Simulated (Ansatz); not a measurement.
**Stationary points along a deformation path in Al**

All numbers below come from DFT PBE, scalar-relativistic, plane waves, PAW (Ansatz). The runs took a 420 eV cutoff, a Γ-centred 22×22×22 mesh and Gaussian smearing (0.15 eV). No spin polarisation. Energies are free energies at this smearing, counted from the undisturbed cell; pressure is positive in compression.

The undisturbed cell (as given, not relaxed at this level; it stands at -0.4 GPa):

```
Al
1.0
     0.00000    2.02398    2.02398
     2.02398    0.00000    2.02398
     2.02398    2.02398    0.00000
Al
1
Direct
  0.00000 0.00000 0.00000
```

At fixed volume and fractional coordinates, lengths along (0.000, 0.000, 1.000) are scaled against those across it; ρ is that ratio over its starting value. V = 16.582 Å³/atom. Δσ is the stress along the axis less the mean stress across it (compression positive).

```csv
ρ,ΔE (meV/atom),Δσ (GPa),space group
0.650,90.9,-2.13,I4/mmm
0.707,97.4,0.00,Im-3m
0.780,84.4,4.48,I4/mmm
0.850,45.7,7.16,I4/mmm
0.920,13.7,4.43,I4/mmm
0.960,3.6,2.25,I4/mmm
1.000,0.0,0.00,Fm-3m
1.050,5.5,-2.69,I4/mmm
1.100,18.1,-5.24,I4/mmm
1.200,70.4,-12.21,I4/mmm
1.300,157.0,-19.24,I4/mmm
1.414,297.1,-29.20,I4/mmm
1.500,426.5,-34.25,I4/mmm
```

Task: How does the stress give the slope of the energy, and where is the energy stationary?

Result: Along the path d ln(length) is 2/3 d ln ρ on the axis and −1/3 d ln ρ across it, so dE/d ln ρ = −(2/3) V Δσ: the energy falls with ρ where Δσ is positive. Δσ vanishes or changes sign at ρ = 0.707 (Im-3m), a maximum at 97.4 meV/atom; at ρ = 1.000 (Fm-3m), a minimum at 0.0 meV/atom. Pairs of stationary points between two samples would go unseen, and could change a minimum read from distant neighbours into a maximum. At ρ = 0.707, 1.000 the cell is cubic, where symmetry alone makes the stress isotropic and the slope zero.

Task: Which shear constant sets the curvature at ρ = 1?

Result: For a cubic crystal E/V = (2/3) C (ln ρ)² with C = C′ = (C11 − C12)/2, so Δσ = −2C ln ρ. The parabola of Δσ against ln ρ through ρ = 0.960, 1 and 1.050 gives C ≈ 28 GPa with the ions clamped, rough because the steps are large.

Task: Integrate that slope from ρ = 1 to 0.850 by the trapezoid rule.

Result: With V/N in Å³ and 1 eV/Å³ = 160.2 GPa the slopes at ρ = 1.000, 0.960, 0.920, 0.850 are 0, -155, -305, -494 meV/atom per unit of ln ρ. The steps add 3.2 + 9.8 + 31.6 = 44.6 meV/atom, against 45.7 from the energies; the trapezoid rule misses the curvature of the slope within each step.

In a metal these slopes depend on the k mesh and the smearing.